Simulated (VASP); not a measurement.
# ZnS (Wurtzite-2H) (P6_3mc) in VASP: settings compared, part 2 of 2

VASP 6.6.1.

## 3. Single point, PBEsol

INCAR reads:

```
SYSTEM = ZnS
  PREC = Accurate
  ENCUT = 520
  EDIFF = 1E-6
  ISMEAR = 0
  SIGMA = 0.01
  LREAL = .FALSE.
  LASPH = .TRUE.
  NELM = 100
  ALGO = Fast
  ISIF = 2
  LWAVE = .FALSE.
  LCHARG = .FALSE.
  GGA = PS
  NBANDS = 26
```

KPOINTS reads:

```
regular mesh
0
G
  6 6 4
  0 0 0
```

POSCAR reads:

```
ZnS
1.0
    3.8054280153      0.0000000000      0.0000000000
   -1.9027140076      3.2955973335      0.0000000000
    0.0000000000      0.0000000000      6.2440175084
Zn S
2 2
Direct
    0.3333333333      0.6666666667      0.0053397643
    0.6666666667      0.3333333333      0.5053397643
    0.3333333333      0.6666666667      0.3796602357
    0.6666666667      0.3333333333      0.8796602357
```

Potentials or basis: VASP PAW PBE potentials, release 64 (Zn, S).

Command:

```sh
$ cat potpaw_PBE.64/Zn/POTCAR potpaw_PBE.64/S/POTCAR > POTCAR
$ mpirun -np 1 vasp_std > vasp.out
```

OUTCAR:

```text
SYSTEM = ZnS
   PREC = Accurate
   ENCUT = 520
   EDIFF = 1E-6
   ISMEAR = 0
   LREAL = .FALSE.
   LASPH = .TRUE.
   NELM = 100
   ISIF = 2
   GGA = PS

 ion  position               nearest neighbor table
   1  0.333  0.667  0.005-   4 2.33   4 2.33   4 2.33   3 2.34
   2  0.667  0.333  0.505-   3 2.33   3 2.33   3 2.33   4 2.34
   3  0.333  0.667  0.380-   2 2.33   2 2.33   2 2.33   1 2.34
   4  0.667  0.333  0.880-   1 2.33   1 2.33   1 2.33   2 2.34

  LATTYP: Found a hexagonal cell.
 ALAT       =     3.8054280153
 C/A-ratio  =     1.6408187156

  Lattice vectors:

 A1 = (   3.8054280153,   0.0000000000,   0.0000000000)
 A2 = (  -1.9027140076,   3.2955973335,   0.0000000000)
 A3 = (   0.0000000000,   0.0000000000,   6.2440175084)

Analysis of symmetry for initial positions (statically):
=====================================================================
 Subroutine PRICEL returns:
 Original cell was already a primitive cell.

 Routine SETGRP: Setting up the symmetry group for a
 hexagonal supercell.

 Subroutine GETGRP returns: Found 12 space group operations
 (whereof  6 operations were pure point group operations)
 out of a pool of 24 trial point group operations.

The static configuration has the point symmetry C_3v.
 The point group associated with its full space group is C_6v.

Analysis of symmetry for dynamics (positions and initial velocities):
=====================================================================
 Subroutine PRICEL returns:
 Original cell was already a primitive cell.

 Routine SETGRP: Setting up the symmetry group for a
 hexagonal supercell.

 Subroutine GETGRP returns: Found 12 space group operations
 (whereof  6 operations were pure point group operations)
 out of a pool of 24 trial point group operations.

The dynamic configuration has the point symmetry C_3v.
 The point group associated with its full space group is C_6v.

 Subroutine INISYM returns: Found 12 space group operations
 (whereof  6 operations are pure point group operations),
 and found     1 'primitive' translations

----------------------------------------------------------------------------------------

                                     Primitive cell

  volume of cell :      78.3072

  direct lattice vectors                    reciprocal lattice vectors
     3.805428015  0.000000000  0.000000000     0.262782530  0.151717564  0.000000000
    -1.902714008  3.295597333  0.000000000     0.000000000  0.303435128  0.000000000
     0.000000000  0.000000000  6.244017508     0.000000000  0.000000000  0.160153299

  length of vectors
     3.805428015  3.805428015  6.244017508     0.303435128  0.303435128  0.160153299

  position of ions in fractional coordinates (direct lattice)
     0.333333333  0.666666667  0.005339764
     0.666666667  0.333333333  0.505339764
     0.333333333  0.666666667  0.379660236
     0.666666667  0.333333333  0.879660236

  ion indices of the primitive-cell ions
   primitive index   ion index
                 1           1
                 2           2
                 3           3
                 4           4

----------------------------------------------------------------------------------------

 KPOINTS: regular mesh

Automatic generation of k-mesh.
 Grid dimensions read from file:
 generate k-points for:    6    6    4

 Generating k-lattice:

  Cartesian coordinates                     Fractional coordinates (reciprocal lattice)
     0.043797088  0.025286261  0.000000000     0.166666667  0.000000000  0.000000000
     0.000000000  0.050572521  0.000000000     0.000000000  0.166666667  0.000000000
     0.000000000  0.000000000  0.040038325     0.000000000  0.000000000  0.250000000

  Length of vectors
     0.050572521  0.050572521  0.040038325

  Shift w.r.t. Gamma in fractional coordinates (k-lattice)
     0.000000000  0.000000000  0.000000000

 Subroutine IBZKPT returns following result:
 ===========================================

 Found     21 irreducible k-points:

 Following reciprocal coordinates:
            Coordinates               Weight
  0.000000  0.000000  0.000000      1.000000
  0.166667  0.000000  0.000000      6.000000
  0.333333 -0.000000  0.000000      6.000000
  0.500000  0.000000  0.000000      3.000000
  0.166667  0.166667  0.000000      6.000000
  0.333333  0.166667  0.000000     12.000000
[... 13 lines left out ...]
  0.333333  0.166667  0.500000     12.000000
  0.333333  0.333333  0.500000      2.000000
   k-points           NKPTS =     21   k-points in BZ     NKDIM =     21   number of bands    NBANDS=     26
   number of dos      NEDOS =    301   number of ions     NIONS =      4
   total plane-waves  NPLWV =  37632
   dimension x,y,z NGX =    28 NGY =   28 NGZ =   48
   dimension x,y,z NGXF=    56 NGYF=   56 NGZF=   96
   ions per type =               2   2
   NGX,Y,Z   is equivalent  to a cutoff of  12.23, 12.23, 12.78 a.u.
   NGXF,Y,Z  is equivalent  to a cutoff of  24.46, 24.46, 25.56 a.u.
 SYSTEM =  ZnS
   PREC   = accura    normal or accurate (medium, high low for compatibility)
   ISTART =      0    job   : 0-new  1-cont  2-samecut
   ICHARG =      2    charge: 1-file 2-atom 10-const
   ISPIN  =      1    spin polarized calculation?
   LNONCOLLINEAR =      F non collinear calculations
   LSORBIT =      F    spin-orbit coupling
   LASPH  =      T    aspherical Exc in radial PAW
   ENCUT  =  520.0 eV  38.22 Ry    6.18 a.u.   7.08  7.08 11.61*2*pi/ulx,y,z
   NELM   =    100;   NELMIN=  2; NELMDL= -5     # of ELM steps
   EDIFF  = 0.1E-05   stopping-criterion for ELM
   LREAL  =      F    real-space projection
   EDIFFG = 0.1E-04   stopping-criterion for IOM
   NSW    =      0    number of steps for IOM
   IBRION =     -1    ionic relax: 0-MD 1-quasi-New 2-CG
   NFREE  =      0    steps in history (QN), initial steepest desc. (CG)
   ISIF   =      2    stress and relaxation
   ISYM   =      2    0-nonsym 1-usesym 2-fastsym
   POTIM  = 0.5000    time-step for ionic-motion
   TEBEG  =    0.0;   TEEND  =   0.0 temperature during run
   PSTRESS=    0.0 pullay stress
   NELECT =      36.0000    total number of electrons
   NUPDOWN=      -1.0000    fix difference up-down
   EMIN   =  10.00;   EMAX   =-10.00  energy-range for DOS
   EFERMI =   0.00;   METHOD = LEGACY
   ISMEAR =     0;   SIGMA  =   0.01  broadening in eV -4-tet -1-fermi 0-gaus
   EFERMI_NEDOS =   21; number of points for ismear=-14 and -15
   IALGO  =     68    algorithm
   IMIX   =      4    mixing-type and parameters
     AMIX     =   0.40;   BMIX     =  1.00
     AMIX_MAG =   1.60;   BMIX_MAG =  1.00
  volume/ion in A,a.u.               =      19.58       132.11
  Fermi-wavevector in a.u.,A,eV,Ry     =   1.263500  2.387668 21.720762  1.596431
  Thomas-Fermi vector in A             =   2.396853
   LORBIT       =      0    0 simple, 1 ext, 2 COOP (PROOUT), +10 PAW based schemes
   GGA     = PS    functional components
   LHFCALC =     F    Hartree Fock is set to
   AEXX    =    0.0000 exact exchange contribution
   IVDW    =     0    specifies the selected vdW correction
   LEPSILON=     F    determine dielectric tensor
   LRPA    =     F    only Hartree local field effects (RPA)
 non-spin polarized calculation
 RMM-DIIS sequential band-by-band and
 Gauss-broadening in eV      SIGMA  =   0.01
  energy-cutoff  :      520.00
  volume of cell :       78.31
 maximum number of plane-waves:      2130
   NGX = 15   NGY = 15   NGZ = 23

 number of electron      35.9999994 magnetization

 Free energy of the ion-electron system (eV)
  ---------------------------------------------------
  ext. energy  EPLUGINS =         0.00000000
  ---------------------------------------------------
  free energy    TOTEN  =       -15.15969016 eV

  energy without entropy =      -15.15969016  energy(sigma->0) =      -15.15969016

 E-fermi :   2.1828     XC(G=0):  -9.8779

 val. band max:        2.1067089862   @ k =   0.0000   0.0000   0.0000
 cond. band min:       4.1868788441   @ k =   0.0000   0.0000   0.0000
 fundamental gap:      2.0801698579
 Fermi energy:         2.1827729499

 k-point     1 :       0.0000    0.0000    0.0000
  band No.  band energies     occupation
      1     -11.1296      2.00000
      2     -10.1668      2.00000
      3      -4.3036      2.00000
      4      -4.2888      2.00000
      5      -4.2888      2.00000
      6      -4.2062      2.00000
[... 598 lines left out ...]
     25      11.7332      0.00000
     26      11.7338      0.00000

------------------------ aborting loop because EDIFF is reached ----------------------------------------

  FORCE on cell =-STRESS in cart. coord.  units (eV):
  Direction    XX          YY          ZZ          XY          YZ          ZX
  --------------------------------------------------------------------------------------
  -------------------------------------------------------------------------------------
  Total       -0.6558132     -0.6558132     -0.6875506     -0.0000000      0.0000000      0.0000000
  in kB      -13.4180363    -13.4180363    -14.0673887     -0.0000000      0.0000000      0.0000000
  external PRESSURE =     -13.6344871 kB  Pullay stress =       0.0000000 kB

 VOLUME and BASIS-vectors are now :
 -----------------------------------------------------------------------------
  energy-cutoff  :      520.00
  volume of cell :       78.31
      direct lattice vectors                 reciprocal lattice vectors
     3.805428015  0.000000000  0.000000000     0.262782530  0.151717564  0.000000000
    -1.902714008  3.295597333  0.000000000     0.000000000  0.303435128  0.000000000
     0.000000000  0.000000000  6.244017508     0.000000000  0.000000000  0.160153299

 POSITION                                       TOTAL-FORCE (eV/Angst)
 -----------------------------------------------------------------------------------
     -0.00000      2.19706      0.03334        -0.000000      0.000000      0.001035
      1.90271      1.09853      3.15535         0.000000     -0.000000      0.001035
     -0.00000      2.19706      2.37061        -0.000000     -0.000000     -0.001035
      1.90271      1.09853      5.49261        -0.000000      0.000000     -0.001035
 -----------------------------------------------------------------------------------
    total drift:                               -0.000000     -0.000000      0.000253

  FREE ENERGIE OF THE ION-ELECTRON SYSTEM (eV)
  ---------------------------------------------------
  free  energy   TOTEN  =       -15.1596901594 eV

  energy  without entropy=      -15.1596901594  energy(sigma->0) =      -15.15969016
```

Wall time 22 s (1 thread of Intel Xeon 6975P-C (Granite Rapids), shared host); peak memory 0.2 GiB.

What came out:

* Free energy: -15.1597 eV
* Pressure: -1.4 GPa
* Band gap on the k mesh: 2.08 eV, direct

Levels at points of the mesh, in eV from the valence-band top:
| k point | band 14 | band 15 | band 16 | band 17 | band 18 | band 19 | band 20 | band 21 | band 22 | band 23 |
| --- | --- | --- | --- | --- | --- | --- | --- | --- | --- | --- |
| (0.00, 0.00, 0.00) | -0.91 | -0.91 | -0.08 | 0.00 | 0.00 | 2.08 | 2.99 | 6.22 | 6.22 | 6.47 |
| (0.50, 0.00, 0.00) | -4.18 | -3.34 | -2.28 | -1.74 | -0.90 | 3.53 | 4.16 | 4.98 | 6.82 | 7.32 |
| (0.00, 0.00, 0.50) | -2.93 | -0.48 | -0.48 | -0.48 | -0.48 | 3.45 | 3.45 | 6.68 | 6.68 | 6.68 |
| (0.50, 0.00, 0.50) | -4.94 | -1.67 | -1.67 | -1.65 | -1.65 | 3.41 | 3.41 | 5.11 | 5.11 | 8.74 |

Caveat: the PAW data sets were made with another functional, which shifts forces and pressure a little.

## 4. Single point, PBEsol

INCAR reads:

```
SYSTEM = ZnS
ALGO = Normal ; EDIFF = 1E-6
ENCUT = 520 ; GGA = PS
ISIF = 2 ; ISMEAR = 0
LASPH = .TRUE. ; LCHARG = .TRUE.
LELF = .TRUE. ; LREAL = .FALSE.
LVHAR = .TRUE. ; LWAVE = .FALSE.
NBANDS = 26 ; NELM = 100
PREC = Accurate ; SIGMA = 0.01
```

KPOINTS reads:

```
k-points
0
G
  6 6 4
  0 0 0
```

POSCAR is that of step 3.

Command:

```sh
$ cat potpaw_PBE.64/Zn/POTCAR potpaw_PBE.64/S/POTCAR > POTCAR
$ mpirun -np 1 vasp_std > vasp.out
```

It took 17 s on 1 thread of Intel Xeon 6975P-C (Granite Rapids), shared host; peak memory 0.2 GiB.

It converged, with:

```
Free energy            : -15.1597 eV
Pressure               : -1.2 GPa
Band gap on the k mesh : 2.08 eV, direct
```

Levels at points of the mesh, in eV from the valence-band top:
| k point | band 16 | band 17 | band 18 | band 19 | band 20 | band 21 |
| --- | --- | --- | --- | --- | --- | --- |
| (0.00, 0.00, 0.00) | -0.08 | 0.00 | 0.00 | 2.08 | 2.99 | 6.22 |
| (0.50, 0.00, 0.00) | -2.28 | -1.74 | -0.90 | 3.53 | 4.16 | 4.98 |
| (0.00, 0.00, 0.50) | -0.48 | -0.48 | -0.48 | 3.45 | 3.45 | 6.68 |
| (0.50, 0.00, 0.50) | -1.67 | -1.65 | -1.65 | 3.41 | 3.41 | 5.11 |

Caveat: the PAW data sets were made with another functional, which shifts forces and pressure a little.

## 5. Against experiment

Step 3. Against the measured gap of ZnS, 3.911 eV (direct; 4 K; a printed reference work, monograph), the calculated 2.08 eV is off by -1.83 eV. The value is that of PBEsol, without temperature or zero-point motion. Semilocal functionals fall short of measured gaps as a rule.

Step 4. Against the measured gap of ZnS, 3.911 eV (direct; 4 K; a printed reference work, monograph), the calculated 2.08 eV is off by -1.83 eV. The value is that of PBEsol, without temperature or zero-point motion. Semilocal functionals fall short of measured gaps as a rule.
